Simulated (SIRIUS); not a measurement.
## Cu: equation of state with RPBE

Crystal: Cu.

```
Cu
1.0
     0.00000    1.80750    1.80750
     1.80750    0.00000    1.80750
     1.80750    1.80750    0.00000
Cu
1
Cartesian
  0.0000 0.0000 0.0000
```

```yaml
Program: SIRIUS 7.12.0
Task: equation of state
Functional: RPBE
Potentials_or_basis: all-electron FP-LAPW
Cutoff: 194 eV
Basis: apw+lo standard
k_mesh: 13 × 13 × 13
Occupations: fermi-dirac, width 0.05 eV
Spin: no spin polarisation
```

```yaml
Equilibrium_volume: 12.36 Å³/atom
Bulk_modulus: 122 GPa
Pressure_derivative_of_the_bulk_modulus: "5.7 (rough: it moves with the points fitted)"
```

Energy against volume, from the lowest point:
| volume (Å³/atom) | energy (meV/atom) |
| --- | --- |
| 11.102 | 61.63 |
| 11.338 | 38.66 |
| 11.574 | 21.82 |
| 11.810 | 9.98 |
| 12.047 | 2.90 |
| 12.283 | 0.00 |
| 12.519 | 0.48 |

All runs of the series together: 2 min on 1 thread of Arm Neoverse V2 (shared host).

RPBE and its kin give volumes clearly too large for solids. Zero-point motion and thermal expansion aren't in these numbers.
